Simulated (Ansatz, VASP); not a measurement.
## HfN: VASP beside Ansatz

```xyz
4
Lattice="3.1337 0.0000 0.0000 -1.5669 2.7139 0.0000 0.0000 0.0000 5.4428" Properties=species:S:1:pos:R:3 pbc="T T T"
Hf    1.5669    0.9046    4.0821
Hf    0.0000    1.8093    1.3607
N     0.0000    0.0000    0.0000
N     0.0000    0.0000    2.7214
```

Alike in both runs: functional BLYP; dispersion D3(BJ); k mesh 9 × 9 × 5; no spin polarisation.

Ansatz relaxed the structure, and its values are those at the end. VASP's run is a single point on that final structure, the one shown.

```csv
,VASP,Ansatz
version,VASP 6.6.1,Ansatz 0.2.0
potentials or method,"VASP PAW PBE potentials, release 64 (Hf_pv, N)","plane waves, PAW"
plane-wave cutoff (eV),520,420
occupations,"methfessel-paxton of order 1, width 0.05 eV","cold, width 0.05 eV"
valence electrons in the cell,30,62
```

Ansatz gave:

```
pressure (GPa)               : 0.0
dispersion energy (meV/atom) : -901.4
```

What did VASP give for the same quantities?

Pressure (GPa): -1.4; dispersion energy (meV/atom): -901.3.

The two sets of potentials don't hold the same shells in valence.

Caveats: the PAW data sets were made with another functional, which shifts forces and pressure a little (VASP); pairwise dispersion overbinds metals, which lowers pressure and volume. Spin-orbit coupling is left out, which matters for the levels of Hf.
